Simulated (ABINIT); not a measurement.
Runs of ABINIT 10.8.3 (patched build) on SrO. Symmetry: Fm-3m, No. 225, cubic system. Conventional cell: a = 5.133 Å, b = 5.133 Å, c = 5.133 Å, α = 90.00°, β = 90.00°, γ = 90.00°. Sr (site symmetry m-3m) is surrounded by 6 O at 2.57 Å. O (site symmetry m-3m) has 6 Sr at 2.57 Å as nearest neighbours. 

| level | gap on the mesh (eV) | pressure (GPa) |
| --- | --- | --- |
| SCAN | 3.84 | 1.0 |
| AM05 | 3.33 | 0.0 |
| BLYP | 3.50 | 5.7 |
| r2SCAN | 3.85 | 1.1 |
| TB-mBJ | (a) | - |
| PW91 | 3.38 | 2.3 |
| revPBE | 3.46 | (b) |
| LDA | 3.21 | -4.2 |
| RPBE | 3.49 | (c) |
| PBEsol | 3.26 | -0.9 |
| WC | 3.27 | -1.1 |

Alike in all rows: task band structure; potentials or basis JTH PAW PBE v2.0; no spin polarisation; cell as given; k mesh 9 × 9 × 9; cutoff (eV) 762; smearing fermi-dirac 0.05 eV.

Task: Estimate the missing entries.

Result: (a) 5.12; (b) 5.2; (c) 6.0.

Caveats: the PAW data sets were made with another functional, which shifts forces and pressure a little; the constant c of TB-mBJ comes from the pseudo density here, which moves gaps by up to 0.3 eV between sets of potentials (some runs).

A k mesh can miss the band edges, and the runs leave out spin-orbit coupling on Sr.

Runs at the PBE level aren't shown here.
